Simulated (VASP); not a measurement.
Wanted: the native input for a VASP 6.6.1 run.

| Item | Value |
| --- | --- |
| Task | relaxation of cell and atoms |
| Functional | PBE |
| Dispersion | D3(BJ) |
| Potentials or basis | VASP PAW PBE potentials, release 64 (Si, C) |
| Cutoff | 600 eV |
| k mesh | 5 × 5 × 8 |
| Occupations | fermi-dirac, width 0.05 eV |
| Spin | no spin polarisation |
| Further INCAR settings | ALGO = Normal; EDIFF = 1e-06; IBRION = 2; EDIFFG = -0.005; NSW = 60; ISIF = 3 |

The structure of Si3C lies in POSCAR:

```
Si3C
1.0
    4.9148000000      0.0000000000      0.0000000000
   -2.4574000000      4.2563400000      0.0000000000
    0.0000000000      0.0000000000      2.4331100000
Si C
3 1
Direct
    0.5000000000      0.0000000000      0.5000000000
    0.0000000000      0.5000000000      0.5000000000
    0.5000000000      0.5000000000      0.5000000000
    0.0000000000      0.0000000000      0.5000000000
```

The cell was built by a generator and needn't be a form met in nature.

One way to write it, as run:

INCAR

```
SYSTEM = Si3C
ALGO = Normal
EDIFF = 1E-6
EDIFFG = -0.005
ENCUT = 600
GGA = PE
IBRION = 2
ISIF = 3
ISMEAR = -1
IVDW = 12
LASPH = .TRUE.
LCHARG = .FALSE.
LREAL = .FALSE.
LWAVE = .FALSE.
NELM = 80
NSW = 60
PREC = Accurate
SIGMA = 0.05
```

KPOINTS

```
k-points
0
G
  5 5 8
  0 0 0
```

Potentials or basis: VASP PAW PBE potentials, release 64 (Si, C).

Run with:

```bash
$ cat potpaw_PBE.64/Si/POTCAR potpaw_PBE.64/C/POTCAR > POTCAR
$ mpirun -np 1 vasp_std > vasp.out
```

It gave:

| Property | Result |
| --- | --- |
| Relaxed volume | 12.22 Å³/atom |
| Relaxed cell | a = 4.815 Å, b = 4.815 Å, c = 2.435 Å, α = 90.00°, β = 90.00°, γ = 120.00° |
| Space group after relaxing (to 0.05 Å) | P6/mmm (No. 191) |
| Energy gained by relaxing | 11.1 meV/atom |
| Ionic steps | 8 |
| Pressure after relaxing | 0.0 GPa |
| Band gap on the k mesh | none (metal or under the smearing width) |
| Dispersion energy per atom | -0.389 eV |

Caveat: pairwise dispersion overbinds metals, which lowers pressure and volume.

Run time: 27 s on 1 thread of AMD EPYC 9R45 96-Core Processor (Zen 5), with other jobs on the host, peak memory 0.16 GiB.
